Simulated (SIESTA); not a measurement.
**In under changes of volume**

One of the cells (26.540 Å³/atom); the others are scaled copies at fixed shape and fractional positions:

```
In
1.0
     3.33548    0.00000    0.00000
    -1.66774    2.88861    0.00000
     0.00000    0.00000    5.50914
In
2
Direct
  0.66667 0.33333 0.75000
  0.33333 0.66667 0.25000
```

This isn't the form of In at room conditions, which is tetragonal.

```yaml
Program: SIESTA 5.4.2
Functional: PBEsol
Potentials_or_basis: PseudoDojo 0.4 standard (PBEsol files)
Basis: DZP (energy shift 0.003 Ry; two zetas on semicore shells)
Grid_cutoff: 500 Ry
Energy_shift: 0.003 Ry
k_mesh: 9 × 9 × 5
Occupations: fermi-dirac, width 0.05 eV
Spin: no spin polarisation
```

```tsv
volume (Å³/atom)	energy over the lowest point (meV/atom)	pressure (GPa)
24.948	5.14	1.9
25.478	?	?
26.009	0.00	-0.2
26.540	2.20	-1.0
27.071	7.01	-1.7
27.602	13.97	-2.3
28.133	22.74	-2.8
```

What does the run at 25.478 Å³/atom give?

Energy over the lowest point 0.81 meV/atom; pressure 0.8 GPa.

Worked out: A Birch-Murnaghan fit of order 3 (a polynomial in V^(-2/3)) to the other rows has its minimum at 25.87 Å³/atom with B0 = V·E''(V) = 46 GPa and B' = 6.9 at fixed shape and positions, which overstates the stiffness. It gives 0.79 meV/atom at 25.478 Å³/atom, against the run's 0.81, and -dE/dV = 0.8 GPa, against 0.8.

Energies are extrapolated to zero smearing.

Caveats: the basis of atomic orbitals isn't converged, which shifts pressures, moduli and gaps.
